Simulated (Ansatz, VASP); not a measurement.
# WS2 in VASP and in Ansatz

INCAR

```
PREC = Accurate ; ENCUT = 520
EDIFF = 1E-6 ; ISMEAR = -1
SIGMA = 0.05 ; LREAL = False
LASPH = True ; NELM = 100
ALGO = Normal ; ISIF = 2
LWAVE = False ; LCHARG = True
GGA = PS ; LELF = True
LVHAR = True ; NBANDS = 20
```

Contents of KPOINTS:

```
regular mesh
0
Gamma
  10 10 2
```

The input POSCAR:

```
WS2
1.0
    3.3108570094      0.0000000000      0.0000000000
   -1.6554285047      2.8672862784      0.0000000000
    0.0000000000      0.0000000000     16.9505778900
W S
1 2
Direct
    0.0000000000      0.0000000000      0.0000000000
    0.3333333333      0.6666666667      0.0920005100
    0.3333333333      0.6666666667      0.9079994900
```

File input.yaml:

```yaml
crystal:
  lattice:
    - [3.3108570094, 0.0, 0.0]
    - [-1.6554285047, 2.8672862784, 0.0]
    - [0.0, 0.0, 16.95057789]
  atoms:
    - { symbol: W, position: [0.0, 0.0, 0.0] }
    - { symbol: S, position: [0.3333333333, 0.6666666667, 0.09200051] }
    - { symbol: S, position: [0.3333333333, 0.6666666667, 0.90799949] }
kpoints:
  mp_grid: { grid: [10, 10, 2] }
  band_path:
    path:
      - [0.0, 0.0, 0.0]
      - [0.5, 0.0, 0.0]
      - [0.3333333333, 0.3333333333, 0.0]
      - [0.0, 0.0, 0.0]
      - [0.0, 0.0, 0.5]
      - [0.5, 0.0, 0.5]
      - [0.3333333333, 0.3333333333, 0.5]
      - [0.0, 0.0, 0.5]
    npoints: 10
scf:
  occupations: { method: fermi_dirac, width: 0.05 }
hamiltonian:
  xc: pbesol
  pseudopotentials: { kind: all_electron, lapw: { basis_error: 0.002 } }
output:
  forces: true
  stress: true
  eigenvalues: true
```

Change from the starting cell: strain_xy = 0.04.

Alike in both runs: functional PBEsol; k mesh 10 × 10 × 2; occupations fermi-dirac, width 0.05 eV; no spin polarisation.

|  | VASP | Ansatz |
| --- | --- | --- |
| version | VASP 6.6.1 | Ansatz 0.2.0 |
| potentials or method | VASP PAW PBE potentials, release 64 (W_sv, S) | all-electron LAPW, scalar-relativistic |
| plane-wave cutoff (eV) | 520 | see its input |
| task | single point | band structure |

```tsv
	VASP	Ansatz	Ansatz less VASP
gap on the k mesh at the Fermi level (eV)	1.33	1.32	-0.006
least direct gap on the mesh (eV)	1.76	1.76	-0.002
rms of the force components (eV/Å)	0.414	0.420	+0.0061
```

Atom by atom the forces differ by 0.006 eV/Å (rms over components). Ansatz ran all-electron here, so the differences hold the error of VASP's frozen core and of both bases.

Caveats: spin-orbit coupling is left out, which moves the levels of the heavy elements; the PAW data sets were made with another functional, which shifts forces and pressure a little (VASP).
